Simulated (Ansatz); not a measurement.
# MgS (F-43m) in Ansatz: a series of runs

One crystal, MgS, is run at these levels: PBE, HSE06, PBE0; tasks: single point.

Program: Ansatz 0.2.0. These are calculated values, not measurements. Logs are shortened: lines on timing, memory, paths and dates and some standing lists are left out, and cuts for length are marked.

## (1) Starting point

The structure is cubic, space group F-43m (No. 216). The conventional cell has a = 5.666 Å, b = 5.666 Å, c = 5.666 Å, α = 90.00°, β = 90.00°, γ = 90.00°. S (site symmetry -43m) has 4 Mg at 2.45 Å as nearest neighbours. Around Mg (site symmetry -43m) lie 4 S at 2.45 Å.

The cell comes from a database or a generator and needn't be the stable form of this composition.

## (2) Single point, PBE

Contents of input.yaml:

```yaml
crystal:
  lattice:
    - [0.0, 2.8331200468, 2.8331200468]
    - [2.8331200468, 0.0, 2.8331200468]
    - [2.8331200468, 2.8331200468, 0.0]
  atoms:
    - { symbol: S, position: [0.25, 0.25, 0.25] }
    - { symbol: Mg, position: [0.0, 0.0, 0.0] }
kpoints:
  mp_grid: { grid: [6, 6, 6] }
scf:
  occupations: { method: fermi_dirac, width: 0.05 }
hamiltonian:
  xc: pbe
  pseudopotentials: { kind: all_electron, datasets: crystal }
output:
  forces: true
  stress: true
  eigenvalues: true
```

Potentials or basis: all-electron PAW datasets made for the crystal.

Launch:

```console
> ansatz run input.yaml --threads 1 --pin off --max-ram 3072MiB --backend cpu --events-out ev --progress --plain --runs-dir out
```

The program printed:

```text
Warning: RAYON_NUM_THREADS=1 ignored (pool sized by the plan → 1); use --threads N
hamiltonian.pseudopotentials.datasets: crystal makes datasets for this crystal and solves the spheres of its atoms anew in each pass: cutoff 200.0 eV, the density's 1000.0 eV; for an error of 0.50 meV an atom under PBE, 1.0 meV for the cell; an energy difference from a run of another recipe may be off by several times the error for the cell, under r2SCAN by more, where some 0.1 meV an atom stays at smaller errors; Mg in spheres of 1.117 Å, 2 of its electrons in bands, 8 on its site; S in spheres of 1.334 Å, 6 of its electrons in bands; only band paths and densities of states list, in semicore columns, the levels of the semicore shells that are solved separately: 2s of Mg, 2p of Mg
Engine: ansatz 0.2.0, x86_64-unknown-linux-gnu
Pseudopotentials: kind: all_electron
Pseudopotential: S, paw, valence charge 6, recommended cutoff 200 eV (normal), crystal/all_electron/pbe/scalar/gaussian/S, Koelling and Harmon's equation, gaussian nucleus
Pseudopotential: Mg, paw, valence charge 10, recommended cutoff 200 eV (normal), crystal/all_electron/pbe/scalar/gaussian/Mg, Koelling and Harmon's equation, gaussian nucleus
Functional definition: PBE
  parameter kappa = 0.804
  parameter beta = 0.06672455060314922
  exchange = pbe_x(kappa = kappa, mu = beta*pi^2/3)
  correlation = pbe_c(beta = beta)
Crystal: 2 atoms, lattice volume = 45.480 Å³
Basis set: ecut = 200 eV, 283 PW (Γ), exchange–correlation on 48×48×48 points (8 copies of the dense FFT grid, shifted against one another)
Bands: 8, of which v1, the nominal top of the filled ones, is band 4 counted from 1 (3 counted from 0)
Symmetry: 24 space group operations
Space group: F-43m (ITA 216), of the structure as read, at distance tolerance 3.6e-5 Å
k-points: 16 of 216 (time reversal used)
Non-local potential: S, projectors of the file, l = 0: 1, l = 1: 1, l = 2: 2
Non-local potential: Mg, projectors of the file, l = 0: 1, l = 1: 1
PAW form: soft (Blöchl's): semilocal exchange-correlation on the pseudo side does not see the compensation charge
PAW one-centre angular grid: S, 110 points (default); XC on its mesh's 1979 points in the sphere
PAW one-centre angular grid: Mg, 110 points (default); XC on its mesh's 1945 points in the sphere
Initial density: superposition of atomic densities (neutral atoms: chi_scale 0, normalization atom)
Initial wavefunctions: pseudopotential atomic-orbital guess
Functional: x = pbe(κ = 0.804, μ = 0.2195149727645171), c = pbe(β = 0.06672455060314922)
iter 1 solved again at ethr=2.17e-2 eV; its pass at ethr=1.00e-1 eV (dr2=1.74e0 eV) is discarded
SCF iter   1: F=—  HF=-16317.368343 eV  |F-HF|=—  |Δ(HF+E_count)|=         —  Δρ=4.39e-2  dr2=1.75e0  ethr=2.17e-2  ⟨swp⟩=2.0  Hψ=811  notcnv=0
preconditioner: auto → none  [insulator: Δε(μ)=4.033 eV  Ē_g=11.715 eV  σ=0.050 eV  W_gap=1.00  n_scr=8 (ndim 8)  ℏωp=15.6 eV  f_vac=0.000  D(μ)=0.00/eV (n_scr^D=0)  ε∞_Penn≈2.8]
iter 2 solved again at ethr=1.03e-3 eV; its pass at ethr=2.17e-2 eV (dr2=8.23e-2 eV) is discarded
SCF iter   2: F=—  HF=-16316.894134 eV  |F-HF|=—  |Δ(HF+E_count)|=   4.74e-1  Δρ=1.65e-2  dr2=8.35e-2  ethr=1.03e-3  ⟨swp⟩=2.7  Hψ=596  notcnv=0  defer=1
SCF iter   3: F=—  HF=-16316.903530 eV  |F-HF|=—  |Δ(HF+E_count)|=   9.40e-3  Δρ=7.19e-3  dr2=1.76e-2  ethr=1.03e-3  ⟨swp⟩=2.0  Hψ=256  notcnv=0
SCF iter   4: F=—  HF=-16316.911072 eV  |F-HF|=—  |Δ(HF+E_count)|=   7.54e-3  Δρ=5.64e-4  dr2=2.52e-4  ethr=2.20e-4  ⟨swp⟩=2.7  Hψ=350  notcnv=0  defer=2
SCF iter   5: F=—  HF=-16316.911557 eV  |F-HF|=—  |Δ(HF+E_count)|=   4.86e-4  Δρ=1.97e-4  dr2=2.07e-5  ethr=3.15e-6  ⟨swp⟩=3.0  Hψ=338  notcnv=0
SCF iter   6: F=—  HF=-16316.911566 eV  |F-HF|=—  |Δ(HF+E_count)|=   8.17e-6  Δρ=3.89e-5  dr2=1.03e-6  ethr=2.58e-7  ⟨swp⟩=2.0  Hψ=193  notcnv=0
SCF iter   7: F=-16316.911566 eV  HF=-16316.911566 eV  |F-HF|=2.63e-8  |Δ(HF+E_count)|=   5.73e-8  Δρ=6.53e-6  dr2=2.69e-8  ethr=1.28e-8  ⟨swp⟩=3.0  Hψ=239  notcnv=0
SCF 1 converged in 7 iterations: F = -16316.911563 eV  dr2 = 2.69e-8
  Residual-converged pass: ⟨swp⟩=4.0  Hψ=293  notcnv=0  max |occ|·‖R‖ = 5.1e-6 eV (tolerance 5.3e-6 eV)  dr2=2.92e-8  dr2_onsite=2.98e-8  max |Δocc| = 1.4e-20
SCF converged after 7 iterations
Free energy (F): -16316.911563 eV
Harris-Foulkes:  -16316.911563 eV  (|F-HF|=2.63e-8)
Internal energy: -16316.911563 eV  (E = F + TS)
E sigma→0 (E₀):  -16316.911563 eV
Past the cutoff: the bands carry plane waves up to 1.75 times it, of which those up to 1.5 times it add -0.000123 eV an atom, each by itself; the spheres take 0.000080 eV an atom off the energy for waves past 1.75 times it
By the cutoff:   a pressure is off by up to 0.005 GPa (1.2 times the spheres' own share and the shells' term, over an atom's volume, and 0.004 GPa: a bound that held against runs at twice the plane waves)
Past the cutoffs: a stress includes -0.0012 GPa for waves and charges beyond them, in addition to the slope of what the spheres take
In the spheres:  the bands' charges fall short by 8.9e-7 e at most (sound up to 1e-3), those of shells solved beside the bands by 3.2e-7 e (sound up to 5e-4)
Fermi energy:    5.127875 eV
--- Per-component energies (eV) ---
  E_band       = -2.420376
  E_kinetic    = 101.123129
  E_local      = -1102.112536  (includes V_loc(G=0)·N_el)
  E_nonlocal   = 3.286650
  E_hartree    = 549.766056
  E_xc         = -82.494425
  E_vxc        = -103.117271  (∫ρ·V_xc dr)
  E_paw        = -17283.513769  (= ΣΔE_a)
  E_vpaw       = -2412.749583  (= ΣTr[D̂ρ^β])
  E_ewald      = -914.582148
  E_smearing   = -0.000000  (= −TS)
  E_closure    = 2411.615480  (closes the sum)
  Σ components = -16316.911563   (vs F -16316.911563, Δ=-1.82e-12)
  The terms above E_closure are by the made datasets' own strengths, without shells solved beside the bands.
--- Forces (eV/Å), atoms counted from 1 ---
  atom   1  S     -0.00000000     0.00000000     0.00000000
  atom   2  Mg     0.00000000    -0.00000000     0.00000000
  max |Σ_I F_I| component: 6.25e-17 eV/Å
--- Stress (GPa, compression-positive) ---
        0.946672       0.000000      -0.000000
        0.000000       0.946672       0.000000
       -0.000000       0.000000       0.946672
  P = ⅓ Tr σ = 0.9467 GPa (9.467 kbar)
  It holds what live shells' own plane waves past their cutoff add
--- Band table (eV; the first three rows and the last of 16) ---
  k-point 0: bands = ["-7.9036", "3.3546", "3.3546", "3.3546", "6.8030", "11.2792"]
  k-point 1: bands = ["-7.7524", "2.2917", "3.2658", "3.2658", "7.8019", "11.0310"]
  k-point 2: bands = ["-7.4148", "0.8468", "3.1044", "3.1044", "8.4875", "11.2584"]
  k-point 15: bands = ["-6.9970", "0.8588", "1.8102", "2.1082", "8.3336", "10.1832"]
```

It took 4.5 s on 1 thread of AMD EPYC 7R43 (Zen 3), shared host; peak memory 0.42 GiB.

What came out:

```yaml
Free_energy: -16316.9116 eV
Pressure: 0.9 GPa
Band_gap_on_the_k_mesh: 3.45 eV, direct
```

Levels at points of the mesh, in eV from the valence-band top:
| k point | band 2 | band 3 | band 4 | band 5 | band 6 |
| --- | --- | --- | --- | --- | --- |
| (0.00, 0.00, 0.00) | 0.00 | 0.00 | 0.00 | 3.45 | 7.92 |
| (0.00, 0.00, -0.50) | -3.11 | -0.32 | -0.32 | 5.11 | 7.62 |
| (0.00, -0.50, -0.50) | -2.80 | -1.02 | -1.02 | 3.89 | 5.64 |

A k mesh can miss the band edges. As with any semilocal functional, this PBE gap is likely too small.

## (3) Single point, HSE06

input.yaml: that of step 2 with these lines changed.

```diff
@@ -13,3 +13,3 @@
 hamiltonian:
-  xc: pbe
+  xc: hse06
   pseudopotentials: { kind: all_electron, datasets: crystal }
@@ -18,2 +18 @@
   stress: true
-  eigenvalues: true
```

Potentials or basis: all-electron PAW datasets made for the crystal.

Launch:

```console
> ansatz run input.yaml --threads 1 --pin off --max-ram 3072MiB --backend cpu --events-out ev --progress --plain --runs-dir out
```

The program printed:

```text
Warning: RAYON_NUM_THREADS=1 ignored (pool sized by the plan → 1); use --threads N
hamiltonian.pseudopotentials.datasets: crystal makes datasets for this crystal and solves the spheres of its atoms anew in each pass: cutoff 250.0 eV, the density's 1000.0 eV;, for an error of 0.50 meV an atom under PBE, 1.0 meV for the cell; an energy difference from a run of another recipe may be off by several times the error for the cell, under r2SCAN by more, where some 0.1 meV an atom stays at smaller errors; Mg in spheres of 1.207 Å, 10 of its electrons in bands; S in spheres of 1.238 Å, 6 of its electrons in bands
[... 2 set-up lines as earlier in the session ...]
Pseudopotential: S, paw, valence charge 6, recommended cutoff 250 eV (normal), crystal/all_electron/pbe/scalar/gaussian/S, Koelling and Harmon's equation, gaussian nucleus
Pseudopotential: Mg, paw, valence charge 10, recommended cutoff 250 eV (normal), crystal/all_electron/pbe/scalar/gaussian/Mg, Koelling and Harmon's equation, gaussian nucleus
Functional definition: HSE06
  parameter a = 0.25
  parameter omega = 0.11/bohr
  exchange = pbe_x - a*pbe_x_sr(omega) + a*exact_x_sr(omega)
  correlation = pbe_c
Crystal: 2 atoms, lattice volume = 45.480 Å³
Basis set: ecut = 250 eV, 411 PW (Γ), exchange–correlation on 48×48×48 points (8 copies of the dense FFT grid, shifted against one another)
Bands: 12, of which v1, the nominal top of the filled ones, is band 8 counted from 1 (7 counted from 0)
[... 2 set-up lines as earlier in the session ...]
k-points: 16 of 216 (time reversal used)
[... 1 set-up line as earlier in the session ...]
Non-local potential: Mg, projectors of the file, l = 0: 3, l = 1: 3
[... 1 set-up line as earlier in the session ...]
PAW one-centre angular grid: S, 110 points (default); XC on its mesh's 1953 points in the sphere
PAW one-centre angular grid: Mg, 110 points (default); XC on its mesh's 1971 points in the sphere
[... 2 set-up lines as earlier in the session ...]
Functional: x = pbe(κ = 0.804, μ = 0.2195149727645171) + 0.25 (exact − pbe) at short range (hse, ω = 0.20786987370883472 Å⁻¹), c = pbe(β = 0.06672455060314922); HSE06 as pw.x's `hse` composes it (authors' and Libxc's form: `xc: wpbeh`)
iter 1 solved again at ethr=1.16e-2 eV; its pass at ethr=1.00e-1 eV (dr2=1.86e0 eV) is discarded
SCF iter   1: F=—  HF=-16317.355196 eV  |F-HF|=—  |Δ(HF+E_count)|=         —  Δρ=4.41e-2  dr2=1.76e0  ethr=1.16e-2  ⟨swp⟩=3.4  Hψ=1127  notcnv=0
preconditioner: auto → none  [insulator: Δε(μ)=4.008 eV  Ē_g=11.710 eV  σ=0.050 eV  W_gap=1.00  n_scr=14 (ndim 8)  ℏωp=15.6 eV  f_vac=0.000  D(μ)=0.00/eV (n_scr^D=0)]
iter 2 solved again at ethr=5.10e-4 eV; its pass at ethr=1.10e-2 eV (dr2=8.17e-2 eV) is discarded
SCF iter   2: F=—  HF=-16316.890762 eV  |F-HF|=—  |Δ(HF+E_count)|=   4.64e-1  Δρ=1.66e-2  dr2=8.31e-2  ethr=5.10e-4  ⟨swp⟩=2.5  Hψ=899  notcnv=0  defer=1
SCF iter   3: F=—  HF=-16316.901219 eV  |F-HF|=—  |Δ(HF+E_count)|=   1.05e-2  Δρ=7.32e-3  dr2=1.80e-2  ethr=5.10e-4  ⟨swp⟩=2.8  Hψ=397  notcnv=0
SCF iter   4: F=—  HF=-16316.909419 eV  |F-HF|=—  |Δ(HF+E_count)|=   8.20e-3  Δρ=1.98e-3  dr2=2.09e-3  ethr=1.13e-4  ⟨swp⟩=3.1  Hψ=499  notcnv=0  defer=1
SCF iter   5: F=—  HF=-16316.911605 eV  |F-HF|=—  |Δ(HF+E_count)|=   2.19e-3  Δρ=3.14e-4  dr2=4.65e-5  ethr=1.31e-5  ⟨swp⟩=3.0  Hψ=457  notcnv=0
SCF iter   6: F=—  HF=-16317.878888 eV  |F-HF|=—  |Δ(HF+E_count)|=         —  Δρ=3.05e-3  dr2=2.33e-3  ethr=2.91e-7  ⟨swp⟩=6.4  Hψ=1012  notcnv=0  defer=29
SCF iter   7: F=—  HF=-16317.879084 eV  |F-HF|=—  |Δ(HF+E_count)|=   1.95e-4  Δρ=7.53e-4  dr2=1.28e-4  ethr=2.91e-7  ⟨swp⟩=4.4  Hψ=657  notcnv=0
SCF iter   8: F=—  HF=-16317.878764 eV  |F-HF|=—  |Δ(HF+E_count)|=   3.19e-4  Δρ=9.32e-5  dr2=5.92e-6  ethr=2.91e-7  ⟨swp⟩=3.2  Hψ=462  notcnv=0  defer=1
SCF iter   9: F=—  HF=-16317.878990 eV  |F-HF|=—  |Δ(HF+E_count)|=   2.25e-4  Δρ=8.18e-5  dr2=7.74e-7  ethr=3.70e-8  ⟨swp⟩=3.0  Hψ=949  notcnv=0
SCF iter  10: F=—  HF=-16317.879005 eV  |F-HF|=—  |Δ(HF+E_count)|=   1.54e-5  Δρ=2.20e-5  dr2=1.67e-7  ethr=4.84e-9  ⟨swp⟩=3.1  Hψ=393  notcnv=0  defer=1
SCF iter  11: F=—  HF=-16317.879004 eV  |F-HF|=—  |Δ(HF+E_count)|=   1.57e-6  Δρ=4.66e-6  dr2=6.48e-9  ethr=1.04e-9  ⟨swp⟩=3.1  Hψ=384  notcnv=0
SCF iter  12: F=-16317.879002 eV  HF=-16317.879002 eV  |F-HF|=1.58e-9  |Δ(HF+E_count)|=   1.91e-6  Δρ=1.20e-6  dr2=6.49e-10  ethr=4.05e-11  ⟨swp⟩=4.1  Hψ=468  notcnv=0
SCF 1 converged in 12 iterations: F = -16317.879000 eV  dr2 = 6.49e-10
  Residual-converged pass: ⟨swp⟩=3.1  Hψ=422  notcnv=0  max |occ|·‖R‖ = 4.8e-6 eV (tolerance 5.3e-6 eV)  dr2=9.03e-10  dr2_onsite=4.01e-9  max |Δocc| = 0.0e0
hybrid outer 1: dexx = +8.442e-12 eV
hybrid SCF converged: 1 outer / 12 inner (+0 warm-up), last move |dexx| = 8.44e-12 eV
Stability not checked: this state was not tested for a lower state beside it, because the functional holds exact exchange (a hybrid, or Hartree-Fock), whose exchange loop this test does not read (fock_operator; see scf.lower_state_search)
Free energy (F): -16317.879000 eV
Harris-Foulkes:  -16317.879000 eV  (|F-HF|=1.58e-9)
Internal energy: -16317.879000 eV  (E = F + TS)
E sigma→0 (E₀):  -16317.879000 eV
Past the cutoff: the bands carry plane waves up to 1.75 times it, of which those up to 1.5 times it add -0.000252 eV an atom, each by itself; the spheres take 0.000311 eV an atom off the energy for waves past 1.75 times it
Past the cutoffs: a stress includes 0.0022 GPa for waves and charges beyond them, in addition to the slope of what the spheres take
In the spheres:  the bands' charges fall short by 5.7e-6 e at most (sound up to 1e-3)
Fermi energy:    4.922983 eV
--- Per-component energies (eV) ---
  E_band       = -408.691258
  E_kinetic    = 126.574774
  E_local      = -1042.077912  (includes V_loc(G=0)·N_el)
  E_nonlocal   = -673.981200
  E_hartree    = 505.277019
  E_xc         = -67.135612
  E_vxc        = -86.081624  (∫ρ·V_xc dr)
  E_exx        = -62.919071  (= α·E_x^exact, valence–valence)
  E_paw        = -16870.254701  (= ΣΔE_a)
  E_vpaw       = -2299.060890  (= ΣTr[D̂ρ^β])
  E_ewald      = -914.582148
  E_smearing   = -0.000000  (= −TS)
  E_closure    = 2681.219850  (closes the sum)
  Σ components = -16317.879000   (vs F -16317.879000, Δ=-1.82e-12)
  The terms above E_closure are by the made datasets' own strengths, without shells solved beside the bands.
--- Forces (eV/Å), atoms counted from 1 ---
  atom   1  S     -0.00000000     0.00000000     0.00000000
  atom   2  Mg     0.00000000    -0.00000000     0.00000000
  max |Σ_I F_I| component: 7.17e-17 eV/Å
--- Stress (GPa, compression-positive) ---
       -0.103043      -0.000000      -0.000000
       -0.000000      -0.103043       0.000000
       -0.000000       0.000000      -0.103043
  P = ⅓ Tr σ = -0.1030 GPa (-1.030 kbar)
--- Band table (eV; the first three rows and the last of 16) ---
  k-point 0: bands = ["-76.0218", "-40.9228", "-40.9228", "-40.9228", "-9.7894", "2.6211", "2.6211", "2.6211", "7.1322"]
  k-point 1: bands = ["-76.0218", "-40.9237", "-40.9230", "-40.9230", "-9.6228", "1.5086", "2.5242", "2.5242", "8.1564"]
  k-point 2: bands = ["-76.0217", "-40.9253", "-40.9233", "-40.9233", "-9.2507", "-0.0810", "2.3465", "2.3465", "8.8850"]
  k-point 15: bands = ["-76.0216", "-40.9256", "-40.9246", "-40.9243", "-8.7896", "-0.0800", "0.9449", "1.2797", "8.6237"]
```

It took 2.1 min on 1 thread of AMD EPYC 7R43 (Zen 3), shared host; peak memory 0.73 GiB.

What came out:

```
Free energy            : -16317.8790 eV
Pressure               : -0.1 GPa
Band gap on the k mesh : 4.51 eV, direct
```

A k mesh can miss the band edges.

## (4) Single point, PBE0

input.yaml: that of step 3 with these lines changed.

```diff
@@ -13,3 +13,3 @@
 hamiltonian:
-  xc: hse06
+  xc: pbe0
   pseudopotentials: { kind: all_electron, datasets: crystal }
```

Launch:

```console
> ansatz run input.yaml --threads 1 --pin off --max-ram 3072MiB --backend cpu --events-out ev --progress --plain --runs-dir out
```

It took 2.2 min on 1 thread of AMD EPYC 7R43 (Zen 3), shared host; peak memory 0.73 GiB.

The run converged. Its results:

* Free energy: -16318.2334 eV
* Pressure: -0.2 GPa
* Band gap on the k mesh: 5.19 eV, direct

Levels at points of the mesh, in eV from the valence-band top:
```csv
k point,band 4,band 5,band 6,band 7,band 8,band 9
"(0.00, 0.00, 0.00)",-43.59,-12.47,0.00,0.00,0.00,5.19
"(0.00, 0.00, -0.50)",-43.59,-11.71,-3.43,-0.36,-0.36,6.96
"(0.00, -0.50, -0.50)",-43.59,-11.47,-3.08,-1.14,-1.14,5.56
```

## (5) The reference run

An earlier run on the cell as given: functional PBE; potentials or basis all-electron LAPW, scalar-relativistic; cutoff 208 eV (chosen from the basis error); basis error allowed 0.001 eV/atom; k mesh 8 × 8 × 8; occupations fermi-dirac, width 0.05 eV; no spin polarisation.

* Pressure: 0.9 GPa
* Band gap on the k mesh: 3.45 eV, direct
* Loewdin charges: S -1.28; Mg +1.41 e

## (6) Summary

| level | potentials or basis | k mesh | cutoff (eV) | basis error allowed | gap on the mesh (eV) | pressure (GPa) |
| --- | --- | --- | --- | --- | --- | --- |
| PBE | all-electron PAW datasets made for the crystal | 6 × 6 × 6 | 200 | - | 3.45 | 0.9 |
| HSE06 | all-electron PAW datasets made for the crystal | 6 × 6 × 6 | 250 | - | 4.51 | -0.1 |
| PBE0 | all-electron PAW datasets made for the crystal | 6 × 6 × 6 | 250 | - | 5.19 | -0.2 |
| PBE | all-electron LAPW, scalar-relativistic | 8 × 8 × 8 | 208 | 0.001 eV/atom | 3.45 | 0.9 |

Alike in all rows: task single point; no spin polarisation; cell as given; smearing fermi-dirac 0.05 eV.

Compare energies only between runs with the same functional and basis.
